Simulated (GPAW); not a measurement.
Runs of GPAW 26.7.0 on Zn. It takes space group P6_3/mmc (No. 194, hexagonal). Conventional cell: a = 2.670 Å, b = 2.670 Å, c = 4.966 Å, α = 90.00°, β = 90.00°, γ = 120.00°. Zn (site symmetry -6m2) has 12 Zn at 2.67 to 2.92 Å as nearest neighbours. 

| task | level | potentials or basis | cell | optimizer | fmax | max steps | band path | band points | gap on the mesh (eV) | pressure (GPa) | relaxed volume (Å³/atom) |
| --- | --- | --- | --- | --- | --- | --- | --- | --- | --- | --- | --- |
| relaxation of cell and atoms | RPBE+D4 | the program's PAW data sets (release 1.2.1) made for this functional, pw | relaxed | BFGS | 0.02 eV/Å | 40 | - | - | none | 0.0 | 14.23 |
| relaxation of cell and atoms | AM05+D4 | PAW data sets generated in the run's folder for this functional, pw | relaxed | BFGS | 0.02 eV/Å | 100 | - | - | none | 0.0 | (b) |
| band structure | LDA | PAW data sets generated in the run's folder for this functional, pw | as given | - | - | - | GMKGALHA,LM,KH | 80 | - | -9.3 | - |
| relaxation of cell and atoms | revPBE+D3(BJ) | the program's PAW data sets (release 1.2.1) made for this functional, pw | relaxed | BFGS | 0.02 eV/Å | 100 | - | - | none | -0.2 | 13.71 |
| relaxation of cell and atoms | rSCAN | GPAW PAW data sets (gpaw-data 1.2.1), pw | relaxed | BFGS | 0.02 eV/Å | 100 | - | - | none | -0.1 | 14.09 |
| relaxation of cell and atoms | PBEsol+D3 | PAW data sets generated in the run's folder for this functional, pw | relaxed | BFGS | 0.05 eV/Å | 40 | - | - | none | 0.0 | 13.37 |
| relaxation of cell and atoms | revPBE | the program's PAW data sets (release 1.2.1) made for this functional, pw | relaxed | FIRE | 0.02 eV/Å | 60 | - | - | none | -0.2 | (a) |
| band structure | PBEsol | PAW data sets generated in the run's folder for this functional, pw | as given | - | - | - | GMKGALHA,LM,KH | 100 | - | (c) | - |

Alike in all rows: no spin polarisation; k mesh 8 × 8 × 4; cutoff (eV) 600; smearing fermi-dirac 0.05 eV.

Problem. Fill in the values left out.

Solution. (a) 15.31; (b) 13.58; (c) -5.7.

Caveats: later steps reuse the first step's grids (some runs); pairwise dispersion overbinds metals, which lowers pressure and volume (some runs); the volume moved by -11 % from the deposited cell, more than functionals usually miss (some runs); the PAW data sets were made with another functional, which shifts forces and pressure a little (some runs); the volume moved by -13 % from the deposited cell, more than functionals usually miss (some runs).

A gap of «none» marks a metal or a gap under the smearing width.

Runs at the PBE level aren't shown here.
